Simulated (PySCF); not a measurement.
## Broadened absorption spectrum of bicyclo[1.1.0]butane

Species: bicyclo[1.1.0]butane, C4H6.
SMILES: `C1[C@H]2C[C@@H]12`

Computed, not measured: PySCF, TDDFT B3LYP/def2-SVPD, vertical, gas phase, core orbitals frozen in the response. Isolated species at its PBE0-D3(BJ)/def2-SVP geometry, gas phase.

Computed states:

```tsv
state	E (eV)	f
S1	6.70	0.0014
S2	7.21	0.071
S3	7.23	0.028
S4	7.23	0.0011
S5	8.31	0.059
S6	8.47	0.0000
S7	8.74	0.0026
S8	8.75	0.0057
S9	8.87	0.0000
S10	9.04	0.026
```

Broadening: Gaussians 0.25 eV wide at half height, area fixed by f = 4.319×10⁻⁹ ∫ε dν̃. The width is an assumption, not a result. The curve ends short of the highest state used, and states not computed would add to its high-energy end.

Q: Give the broadened spectrum and its maxima.

A: 
(λ (nm), ε (L mol⁻¹ cm⁻¹)): (146.9, 2916), (148.0, 5106), (149.1, 6325), (150.3, 5459), (151.4, 3416), (152.6, 1447), (153.7, 486), (154.9, 108), (156.0, 20), (157.2, 3), (158.3, 0), (159.5, 0), (160.6, 0), (161.8, 1), (162.9, 10), (164.0, 52), (165.2, 243), (166.3, 785), (167.5, 2179), (168.6, 4417), (169.8, 7515), (170.9, 9904), (172.1, 10728), (173.2, 9500), (174.4, 6783), (175.5, 4160), (176.7, 2022), (177.8, 888), (178.9, 344), (180.1, 127), (181.2, 84), (182.4, 99), (183.5, 127), (184.7, 146), (185.8, 144), (187.0, 122), (188.1, 91), (189.3, 57), (190.4, 33), (191.6, 16), (192.7, 7), (193.8, 3), (195.0, 1), (196.1, 0)

Maxima: 185 nm (6.70 eV), ε about 150, made up of S1 (100%); 172 nm (7.21 eV), ε about 11000, made up of S2 (71%) and S3 (28%); 149 nm (8.31 eV), ε about 6300, made up of S5 (100%) (ε in L mol⁻¹ cm⁻¹; maxima over ε = 5, shares over 10%).

Q: What would ε be at 7.21 eV, the highest of these maxima, with half the width (0.125 eV)?

A: About 21200 L mol⁻¹ cm⁻¹ against 10800, a factor of about 1.98; a lone state at its own centre would give exactly 2.

Q: On this curve, what absorbance would a 10⁻⁵ mol/L sample give at 193 nm over a 1 cm path?

A: 193 nm is 6.424 eV, where ε is about 5.5 L mol⁻¹ cm⁻¹, so A = ε c l ≈ 5.5e-05 (Beer–Lambert, with the gas-phase spectrum and the assumed width).

Q: Coming from long wavelengths, where does ε first pass 100 L mol⁻¹ cm⁻¹?

A: At about 188 nm (6.60 eV), 0.09 eV below S1.

The vertical ionisation energy (ΔSCF) is 9.37 eV, 0.33 eV above S10.
